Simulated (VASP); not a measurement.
Set up this calculation in VASP 6.6.1, as the native input.

* Task: single point
* Functional: RPBE
* Potentials or basis: VASP PAW PBE potentials, release 64 (Na)
* Cutoff: 500 eV
* k mesh: 9 × 9 × 9
* Occupations: gaussian, width 0.02 eV
* Spin: no spin polarisation
* Further INCAR settings: ALGO = Normal; EDIFF = 1e-06; NBANDS = 6

The structure of Na lies in POSCAR:

```
Na
1.0
   -2.1410000000      2.1410000000      2.1410000000
    2.1410000000     -2.1410000000      2.1410000000
    2.1410000000      2.1410000000     -2.1410000000
Na
1
Cartesian
    0.0000000000      0.0000000000      0.0000000000
```

These files were run (other wordings do the same):

INCAR

```
PREC     = Accurate       # precision mode
ENCUT    = 500            # plane-wave cutoff, eV
EDIFF    = 1E-6           # SCF threshold, eV
ISMEAR   = 0              # smearing method
SIGMA    = 0.02           # smearing width, eV
LREAL    = F              # projectors in reciprocal space
LASPH    = T              # aspherical terms in the spheres
NELM     = 60             # most SCF steps
ALGO     = Normal         # electronic algorithm
ISIF     = 2              # what is computed and relaxed
LWAVE    = F              # write WAVECAR
LCHARG   = T              # write CHGCAR
GGA      = RP             # functional
LELF     = T              # ELF
LVHAR    = T            
NBANDS   = 6              # bands
```

KPOINTS

```
Automatic mesh
0
Gamma
  9 9 9
```

Potentials or basis: VASP PAW PBE potentials, release 64 (Na).

Command:

```console
$ cat potpaw_PBE.64/Na/POTCAR > POTCAR
$ mpirun -np 1 vasp_std > vasp.out
```

It gave:

```json
{"Pressure": "0.0 GPa", "Band gap on the k mesh": "none (metal or under the smearing width)"}
```

Caveat: the PAW data sets were made with another functional, which shifts forces and pressure a little.

Run time: 11 s on 1 thread of AMD EPYC 7R43 64-Core Processor (Zen 3), on a shared host, peak memory 0.11 GiB.
